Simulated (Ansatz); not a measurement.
BaSnO3 (cubic perovskite)

```
CELL_PARAMETERS angstrom
      4.13132     0.00000     0.00000
      0.00000     4.13132     0.00000
      0.00000     0.00000     4.13132
ATOMIC_POSITIONS crystal
  Ba 0.00000 0.00000 0.00000
  Sn 0.50000 0.50000 0.50000
  O  0.00000 0.50000 0.50000
  O  0.50000 0.50000 0.00000
  O  0.50000 0.00000 0.50000
```

Scan: atom 3 (O, nearest neighbour Sn at 2.066 Å; its periodic images, 4.1 Å or more away, move with it) is displaced along Cartesian [110], direction (0.707, 0.707, 0.000) in Cartesian axes, by s. The other atoms stay.

Calculation: r2SCAN (plane waves to 500 eV, PAW, scalar-relativistic; Ansatz, a program for electronic structure). k mesh 7×7×7 (Γ-centred), Fermi-Dirac smearing 0.05 eV. E stands for the smeared free energy. BaSnO3 was relaxed with its symmetry unable to fall. The zero of ΔE is the undisplaced structure.

```json
[
 {"s (Å)": "-0.620", "ΔE (meV/cell)": "2670"},
 {"s (Å)": "-0.496", "ΔE (meV/cell)": "1632"},
 {"s (Å)": "-0.372", "ΔE (meV/cell)": "878"},
 {"s (Å)": "-0.248", "ΔE (meV/cell)": "withheld"},
 {"s (Å)": "-0.124", "ΔE (meV/cell)": "91"},
 {"s (Å)": "0.000", "ΔE (meV/cell)": "0"},
 {"s (Å)": "0.124", "ΔE (meV/cell)": "91"},
 {"s (Å)": "0.248", "ΔE (meV/cell)": "withheld"},
 {"s (Å)": "0.372", "ΔE (meV/cell)": "878"},
 {"s (Å)": "0.496", "ΔE (meV/cell)": "1632"},
 {"s (Å)": "0.620", "ΔE (meV/cell)": "2670"}
]
```

**Question.** Fit an even polynomial form (powers 2, 4, 6) to the given rows and predict ΔE at s = 0.248.

**Answer.** Least squares on the 9 given rows: ΔE = (5906)·s² + (3412)·s⁴ + (-1840)·s⁶, in meV/cell with s in Å; root-mean-square residual 0.3 meV/cell. At 0.248 the fit gives 376 meV/cell; the calculation gives 375 meV/cell, so the interpolation is off by 1 (+0.3 %). The quadratic term alone would give 363 meV/cell.

(A displaced cell: forces are minus the slopes of the energy, force constants its curvatures, and phonons follow from these.)
